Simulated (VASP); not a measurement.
Runs of VASP 6.6.1 on O. The structure is orthorhombic, space group Fmmm (No. 69). Conventional cell: a = 3.004 Å, b = 3.780 Å, c = 7.798 Å, α = 90.00°, β = 90.00°, γ = 90.00°. O (site symmetry mm2) is surrounded by 1 O at 1.23 Å. 

| task | level | potentials or basis | cell | cutoff (eV) | smearing | gap on the mesh (eV) | pressure (GPa) | largest force (eV/Å) |
| --- | --- | --- | --- | --- | --- | --- | --- | --- |
| single point | PBE | VASP PAW PBE potentials, release 64 (O) | as given | 500 | gaussian 0.02 eV | none | 0.5 | (a) |
| single point | PBE | VASP PAW PBE potentials, release 64 (O) | atoms moved at random, drawn with an rms of 0.05 Å | 520 | fermi-dirac 0.05 eV | none | -11.6 | 4.27 |
| band structure | AM05+D4 | VASP PAW PBE potentials, release 64 (O) | volume scaled by 0.88 | 520 | gaussian 0.01 eV | - | 15.3 | 3.64 |
| single point | LDA | VASP PAW LDA potentials, release 54 (O) | as given | 520 | gaussian 0.1 eV | none | (b) | 0.88 |

Alike in all rows: no spin polarisation; k mesh 12 × 12 × 12.

Q: Fill in the values left out.

A: (a) 0.11; (b) -8.2.

Caveats: spin is off for a triplet molecule; the standard files for N, O and F lose accuracy on very short bonds (some runs); the PAW data sets were made with another functional, which shifts forces and pressure a little (some runs); pairwise dispersion overbinds metals, which lowers pressure and volume (some runs).

A gap of «none» marks a metal or a gap under the smearing width.
